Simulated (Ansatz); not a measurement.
# Si: the cost of one run

Method: DFT PBE, scalar-relativistic, plane waves, PAW, in Ansatz 0.2.0.

4 further runs of the same task are left out: 1 that didn't finish, 3 set aside as unsound or not needed.

## 1. The system as given

It takes space group Fd-3m (No. 227, cubic). Conventional cell: a = 5.470 Å, b = 5.470 Å, c = 5.470 Å, α = 90.00°, β = 90.00°, γ = 90.00°. Si (site symmetry -43m) is surrounded by 4 Si at 2.37 Å.

Coordinates:

```cif
data_structure
_symmetry_space_group_name_H-M 'Fd-3m:1'
_symmetry_Int_Tables_number 227
_cell_length_a 5.4701
_cell_length_b 5.4701
_cell_length_c 5.4701
_cell_angle_alpha 90.000
_cell_angle_beta 90.000
_cell_angle_gamma 90.000
_cell_volume 163.68
loop_
_atom_site_label
_atom_site_type_symbol
_atom_site_symmetry_multiplicity
_atom_site_Wyckoff_symbol
_atom_site_fract_x
_atom_site_fract_y
_atom_site_fract_z
_atom_site_occupancy
Si1 Si 8 b 0.25000 0.75000 0.25000 1
```

It goes back to an entry of the Materials Project.

It is the result of an earlier relaxation at this level (volume 20.46 Å³/atom; gap on the mesh: 0.65 eV).

The host's static dielectric tensor, from an earlier linear-response run, has a mean of 12.98.

## 2. Reference: the perfect crystal in the supercell

The input, input.yaml:

```yaml
crystal:
  lattice:
    - [0.0, 5.470093659, -5.470093659]
    - [5.470093659, 5.470093659, 0.0]
    - [5.470093659, 0.0, -5.470093659]
  atoms:
    - { symbol: Si, position: [0.375, 0.375, 0.375] }
    - { symbol: Si, position: [0.375, 0.875, 0.375] }
    - { symbol: Si, position: [0.875, 0.375, 0.375] }
    - { symbol: Si, position: [0.875, 0.875, 0.375] }
    - { symbol: Si, position: [0.375, 0.375, 0.875] }
    - { symbol: Si, position: [0.375, 0.875, 0.875] }
    - { symbol: Si, position: [0.875, 0.375, 0.875] }
    - { symbol: Si, position: [0.875, 0.875, 0.875] }
    - { symbol: Si, position: [0.5, 0.5, 0.0] }
    - { symbol: Si, position: [0.5, 0.0, 0.0] }
    - { symbol: Si, position: [1.0, 0.5, 0.0] }
    - { symbol: Si, position: [1.0, 0.0, 0.0] }
    - { symbol: Si, position: [0.5, 0.5, 0.5] }
    - { symbol: Si, position: [0.5, 0.0, 0.5] }
    - { symbol: Si, position: [1.0, 0.5, 0.5] }
    - { symbol: Si, position: [1.0, 0.0, 0.5] }
basis:
  ecutwfc: 420
  xc_grid: 2
kpoints:
  mp_grid: { grid: [4, 4, 4], shift: [0.0, 0.0, 0.0] }
hamiltonian:
  xc: pbe
scf:
  occupations: { method: gaussian, width: 0.01 }
output:
  forces: true
  stress: true
  eigenvalues: true
```

The run is started by

```console
$ ansatz run input.yaml --threads 4 --pin off --max-ram 8192MiB --backend cpu --events-out ev --progress --plain --runs-dir out
```

What time and memory should one allow on 4 threads of Intel Xeon 6975P-C (Granite Rapids), shared host?

About 2.5 s, with a peak of 0.88 GiB.
